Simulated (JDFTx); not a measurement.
A run of JDFTx 1.7.0 (patched build):

The input GaN.in:

```
lattice \
    0.0000000000     4.2584989699     4.2584989699 \
    4.2584989699     0.0000000000     4.2584989699 \
    4.2584989699     4.2584989699     0.0000000000
coords-type Lattice
ion Ga     0.0000000000     0.0000000000     0.0000000000 1
ion N      0.2500000000     0.2500000000     0.2500000000 1

ion-species pseudo/Ga.upf
ion-species pseudo/N.upf
elec-cutoff 42 336
elec-ex-corr gga-PBE
kpoint-folding 10 10 10
elec-smearing Fermi 0.0018374661
elec-n-bands 15
electronic-SCF nIterations 100 energyDiffThreshold 1e-09
electronic-minimize nIterations 30 energyDiffThreshold 1e-7
converge-empty-states yes
forces-output-coords Cartesian

dump-name run.$VAR
dump End Ecomponents EigStats BandEigs Kpoints Forces Stress
```

Potentials or basis: PseudoDojo-SR-PBE-0.5-standard.

Command:

```bash
$ jdftx -c 1 -i GaN.in -o GaN.out
```

Hardware: 1 thread of Arm Neoverse V1 (shared host).

**Question.** Estimate the wall time of this run.

**Answer.** It took 68 s on 1 thread of Arm Neoverse V1, on a shared host, peak memory 0.11 GiB. Counts: scf iterations 12, bands 15, k points 47, plane waves 2007.
